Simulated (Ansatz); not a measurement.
# SiC (CsCl type): the cost of one run

Computed with Ansatz 0.2.0 (DFT PBE, with the methods named in each step, unless a step's input says otherwise).

## (1) The starting structure

The structure is cubic, space group Pm-3m (No. 221). Conventional cell: a = 2.641 Å, b = 2.641 Å, c = 2.641 Å, α = 90.00°, β = 90.00°, γ = 90.00°. Si (site symmetry m-3m) is surrounded by 8 C at 2.29 Å. Around C (site symmetry m-3m) lie 8 Si at 2.29 Å.

Coordinates:

```cif
data_structure
_symmetry_space_group_name_H-M 'Pm-3m'
_symmetry_Int_Tables_number 221
_cell_length_a 2.6408
_cell_length_b 2.6408
_cell_length_c 2.6408
_cell_angle_alpha 90.000
_cell_angle_beta 90.000
_cell_angle_gamma 90.000
_cell_volume 18.42
loop_
_atom_site_label
_atom_site_type_symbol
_atom_site_symmetry_multiplicity
_atom_site_Wyckoff_symbol
_atom_site_fract_x
_atom_site_fract_y
_atom_site_fract_z
_atom_site_occupancy
Si1 Si 1 a 0.00000 0.00000 0.00000 1
C1 C 1 b 0.50000 0.50000 0.50000 1
```

The file gives the conventional cell by its symmetry; the runs use the cell typed in the input.

Whether this phase is the stable one at these pressures isn't tested.

Atoms are numbered in the order of the input: Si1, C2.

## (2) The reference volume, LAPW

input.yaml reads:

```yaml
crystal:
  lattice:
    - [2.6407629375, 0.0, 0.0]
    - [0.0, 2.6407629375, 0.0]
    - [0.0, 0.0, 2.6407629375]
  atoms:
    - { symbol: Si, position: [0.0, 0.0, 0.0] }
    - { symbol: C, position: [0.5, 0.5, 0.5] }
kpoints:
  mp_grid: { grid: [14, 14, 14] }
  band_path:
    path:
      - [0.0, 0.0, 0.0]
      - [0.0, 0.5, 0.0]
      - [0.5, 0.5, 0.0]
      - [0.0, 0.0, 0.0]
      - [0.5, 0.5, 0.5]
      - [0.0, 0.5, 0.0]
      - [0.5, 0.5, 0.5]
      - [0.5, 0.5, 0.0]
    npoints: 14
scf:
  occupations: { method: fermi_dirac, width: 0.08 }
hamiltonian:
  xc: pbe
  pseudopotentials: { kind: all_electron, lapw: { basis_error: 0.001 } }
output:
  forces: true
  stress: true
  eigenvalues: true
  populations: true
  dos: { projected: true, de: 0.2, e_range: [-14, 8] }
```

Launch:

```bash
ansatz run input.yaml --threads 1 --pin off --max-ram 2048MiB --backend cpu --events-out ev --progress --plain --runs-dir out
```

What time and memory should one allow on 1 thread of Intel Xeon 6975P-C (Granite Rapids), shared host?

About 5.1 s, with a peak of 0.35 GiB.
